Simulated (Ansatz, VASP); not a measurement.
Si16O (a cell with a defect) in VASP and in Ansatz

```
CELL_PARAMETERS angstrom
0.00000 5.43000 5.43000
5.43000 0.00000 5.43000
5.43000 5.43000 0.00000
ATOMIC_POSITIONS crystal
Si 0.00678 0.98773 0.00026
Si 0.11076 0.13270 0.12700
Si 0.97833 0.01951 0.50045
Si 0.11787 0.12847 0.62600
Si 0.99107 0.50196 0.00216
Si 0.12657 0.61226 0.12962
Si 0.98732 0.50306 0.50379
Si 0.09793 0.64413 0.62622
Si 0.47612 0.05136 0.95974
Si 0.63329 0.07732 0.13271
Si 0.49294 0.00337 0.50432
Si 0.60523 0.18195 0.58863
Si 0.49961 0.44898 0.00786
Si 0.62584 0.58226 0.11941
Si 0.47162 0.55332 0.47615
Si 0.61232 0.62753 0.63269
O 0.54909 0.81678 0.93925
```

Alike in both runs: functional PBE; k mesh 2 × 2 × 2; occupations fermi-dirac, width 0.05 eV; collinear spin.

Ansatz relaxed the structure, and its values are those at the end. VASP's run is a single point on that final structure, the one shown.

|  | VASP | Ansatz |
| --- | --- | --- |
| version | VASP 6.6.1 | Ansatz 0.2.0 |
| potentials or method | VASP PAW PBE potentials, release 64 (Si, O) | scalar-relativistic, plane waves, PAW |
| plane-wave cutoff (eV) | 520 | 420 |
| valence electrons in the cell | 70 | 70 |

VASP gave:

- rms of the force components (eV/Å): 0.017
- net moment per atom (μB): 0.00

Which values does Ansatz return?

rms of the force components (eV/Å): 0.010; net moment per atom (μB): 0.00.

Ansatz warned: «seeded_moment_not_kept».

Caveats: the k mesh is coarse (spacing up to 0.50 Å⁻¹), so the values aren't converged.
